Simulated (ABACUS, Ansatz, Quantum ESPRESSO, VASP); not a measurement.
# Equation of state of FeAl under PBE

```
CELL_PARAMETERS angstrom
2.91000 0.00000 0.00000
0.00000 2.91000 0.00000
0.00000 0.00000 2.91000
ATOMIC_POSITIONS crystal
Fe 0.50000 0.50000 0.50000
Al 0.00000 0.00000 0.00000
```

The cell was scaled at fixed shape and fractions and run with Ansatz, Ansatz PAW, cutoff 420 eV; PBE, k mesh 9 × 9 × 9 on the cell of 2 atoms, fermi-dirac occupations of 0.05 eV, collinear spin, ferromagnetic start, no spin-orbit coupling. Energies are those that the program minimises, any entropy of the smearing included. For a metal such a mesh isn't converged to the digits shown. The magnetic state is the one that the start led to, which needn't be the lowest.

```csv
V (Å³/atom),energy over the lowest row (meV/atom)
11.5818,3.82
11.8282,0.00
12.0747,?
12.3211,8.91
12.5675,20.52
12.8139,36.24
13.0604,55.64
```

Problem. Fit the third-order Birch-Murnaghan form, give V0, B0 and B′, and predict the energy left open.

Solution. With y = (V0/V)^(2/3), E = E0 + (9 V0 B0/16) [(y - 1)³ B′ + (y - 1)² (6 - 4y)]. Least squares through the rows shown give V0 = 11.8656 Å³/atom, E0 = -0.07 meV, B0 = 175.9 GPa (1 eV/Å³ = 160.218 GPa) and B′ = 4.33, with a largest miss of 0.03 meV. At V = 12.0747 the form with these constants gives 1.89 meV; the run gave 1.89 meV an atom. Other set-ups at this level, from all their volumes (Å³/atom, GPa): ABACUS, PseudoDojo NC SR 0.4.1 PBE standard, plane waves: V0 11.863, B0 177; Quantum ESPRESSO, SSSP 1.3 efficiency PBE: V0 11.894, B0 176; VASP, PBE PAW files Al, Fe, 520 eV: V0 11.863, B0 176.2.
